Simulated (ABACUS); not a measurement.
Crystal: MoSe2.

```xyz
6
Lattice="3.2880 0.0000 0.0000 -1.6440 2.8475 0.0000 0.0000 0.0000 12.9000" Properties=species:S:1:pos:R:3 pbc="T T T"
Mo    1.6440    0.9492    9.6750
Mo    0.0000    1.8983    3.2250
Se    1.6440    0.9492    4.8375
Se    0.0000    1.8983    8.0625
Se    0.0000    1.8983   11.2875
Se    1.6440    0.9492    1.6125
```

Program: ABACUS 3.10.1. Alike in all runs: task single point; potentials or basis PseudoDojo NC SR 0.4.1 PBE standard, DZP LCAO (the cutoffs set its grid); no spin polarisation; cell as given; k mesh 9 × 9 × 2; cutoff (eV) 1361; smearing fermi-dirac 0.05 eV.

Order these runs on this cell by their pressure, lowest first.
A. level PW91
B. level PBEsol
C. level RPBE
D. level LDA

D (2.6 GPa), B (5.6 GPa), A (10.5 GPa), C (13.1 GPa).

Caveats: the atomic orbitals were generated for these runs and aren't a published set; the potentials were made for another functional, which shifts forces and pressure; the basis of atomic orbitals isn't converged, which shifts pressures, moduli and gaps; this functional lacks dispersion, which binds the layers, so the pressure and a relaxed spacing across them are unreliable (some runs).

Runs at the PBE level aren't shown here.
